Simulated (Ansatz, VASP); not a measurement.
## SiC: VASP beside Ansatz

File INCAR:

```
  PREC = Accurate
  ENCUT = 520
  EDIFF = 1E-6
  ISMEAR = 0
  SIGMA = 0.05
  LREAL = False
  LASPH = True
  NELM = 100
  ALGO = Normal
  ISIF = 2
  LWAVE = False
  LCHARG = False
  GGA = PE
  NBANDS = 11
```

Contents of KPOINTS:

```
regular mesh
0
Gamma
  12 12 12
```

The input POSCAR:

```
SiC
1.0
    0.0000000000      2.1821022772      2.1821022772
    2.1821022772      0.0000000000      2.1821022772
    2.0917632430      2.0917632430      0.0903390343
Si C
1 1
Direct
    0.0000000000      0.0000000000      0.0000000000
    0.7500000000      0.7500000000      0.7500000000
```

Input for Ansatz:

```yaml
crystal:
  lattice:
    - [0.0, 2.1821022772, 2.1821022772]
    - [2.1821022772, 0.0, 2.1821022772]
    - [2.091763243, 2.091763243, 0.0903390343]
  atoms:
    - { symbol: Si, position: [0.0, 0.0, 0.0] }
    - { symbol: C, position: [0.75, 0.75, 0.75] }
basis:
  ecutwfc: 520.0
kpoints:
  mp_grid: { grid: [12, 12, 12] }
hamiltonian:
  xc: pbe
scf:
  occupations: { method: gaussian, width: 0.05 }
output:
  forces: true
  stress: true
  eigenvalues: true
  write_density: true
  write_potential: true
  elf: true
  volumetric_format: npy
```

Alike in both runs: task single point; functional PBE; k mesh 12 × 12 × 12; occupations gaussian, width 0.05 eV; no spin polarisation.

```csv
,VASP,Ansatz
version,VASP 6.6.1,Ansatz 0.2.0
potentials or method,"VASP PAW PBE potentials, release 64 (Si, C)","scalar-relativistic, plane waves, PAW"
plane-wave cutoff (eV),520,520
valence electrons in the cell,8,8
```

```tsv
	VASP	Ansatz	Ansatz less VASP
gap on the k mesh at the Fermi level (eV)	1.00	1.01	+0.007
least direct gap on the mesh (eV)	4.13	4.14	+0.008
pressure (GPa)	19.8	19.9	+0.10
largest component of the traceless stress (GPa)	14.47	14.43	-0.045
rms of the force components (eV/Å)	0.646	0.647	+0.0012
```

Atom by atom the forces differ by 0.001 eV/Å (rms over components).

Caveats: so large a pressure means that the cell lies far from this level's equilibrium, or that cutoff or potentials fall short (VASP); forces of over 1 eV/Å show positions far from the minimum, so gaps and moduli don't describe the material at rest. A k mesh can miss the band edges.
